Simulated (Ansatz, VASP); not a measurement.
CdS: VASP beside Ansatz

Contents of INCAR:

```
SYSTEM = CdS
  ALGO = Normal
  EDIFF = 1E-7
  ENCUT = 520
  GGA = PE
  ISIF = 2
  ISMEAR = -1
  LASPH = .TRUE.
  LCHARG = .FALSE.
  LREAL = .FALSE.
  LWAVE = .FALSE.
  NBANDS = 16
  NELM = 60
  PREC = Accurate
  SIGMA = 0.05
```

Contents of KPOINTS:

```
k-points
0
G
  8 8 8
  0 0 0
```

POSCAR

```
CdS
1.0
    0.0000000000      2.8072428857      2.8072428857
    2.8072428857      0.0000000000      2.8072428857
    2.8072428857      2.8072428857      0.0000000000
Cd S
1 1
Direct
    0.0000000000      0.0000000000      0.0000000000
    0.5000000000      0.5000000000      0.5000000000
```

Contents of input.yaml:

```yaml
crystal:
  lattice:
    - [0.0, 2.8072428857, 2.8072428857]
    - [2.8072428857, 0.0, 2.8072428857]
    - [2.8072428857, 2.8072428857, 0.0]
  atoms:
    - { symbol: Cd, position: [0.0, 0.0, 0.0] }
    - { symbol: S, position: [0.5, 0.5, 0.5] }
hamiltonian:
  xc: pbe
  pseudopotentials: { kind: paw }
kpoints:
  mp_grid: { grid: [8, 8, 8] }
scf:
  occupations: { method: fermi_dirac, width: 0.05 }
output:
  forces: true
  stress: true
  eigenvalues: true
```

Change from the starting cell: volume scaled by 1.06.

Alike in both runs: task single point; functional PBE; k mesh 8 × 8 × 8; occupations fermi-dirac, width 0.05 eV; no spin polarisation.

|  | VASP | Ansatz |
| --- | --- | --- |
| version | VASP 6.6.1 | Ansatz 0.2.0 |
| potentials or method | VASP PAW PBE potentials, release 64 (Cd, S) | Ansatz PAW |
| plane-wave cutoff (eV) | 520 | 420 |
| valence electrons in the cell | 18 | 26 |

|  | VASP | Ansatz | Ansatz less VASP |
| --- | --- | --- | --- |
| gap on the k mesh at the Fermi level (eV) | 0.25 | 0.26 | +0.008 |
| least direct gap on the mesh (eV) | 1.18 | 1.20 | +0.020 |
| pressure (GPa) | -3.7 | -4.0 | -0.27 |

The functional is the same, so the differences come from potentials, cutoffs and numerics. The two sets of potentials don't hold the same shells in valence.

A k mesh can miss the band edges.
